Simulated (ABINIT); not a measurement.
The system is GaN.

```
Ga N
1.0
     0.00000    2.13524    2.13524
     2.13524    0.00000    2.13524
     2.13524    2.13524    0.00000
Ga N
1 1
Direct
  0.00000 0.00000 0.00000
  0.50000 0.50000 0.50000
```

Measurements of this composition are mostly on another form, of space group No. 186.

Base run:

* Program: ABINIT 10.8.3 (patched build)
* Functional: SCAN
* Potentials or basis: JTH PAW PBE v2.0
* Cutoff: 844 eV
* k mesh: 11 × 11 × 11
* Occupations: fermi-dirac, width 0.05 eV
* Spin: no spin polarisation

Its results: band gap on the k mesh 0.95 eV, indirect (least direct gap 2.83 eV); pressure -7.0 GPa.

Problem. The run is repeated on the same cell with these changes: functional from SCAN to LDA. What comes out?

Solution. Band gap on the k mesh 0.33 eV, indirect (least direct gap 2.42 eV); pressure -12.7 GPa.

SCAN gives the wider gap, since meta-GGAs in the generalised Kohn-Sham scheme recover part of the derivative discontinuity.

Caveats: the PAW data sets were made with another functional, which shifts forces and pressure a little; the mesh misses the band edges, which the band path finds closer together.
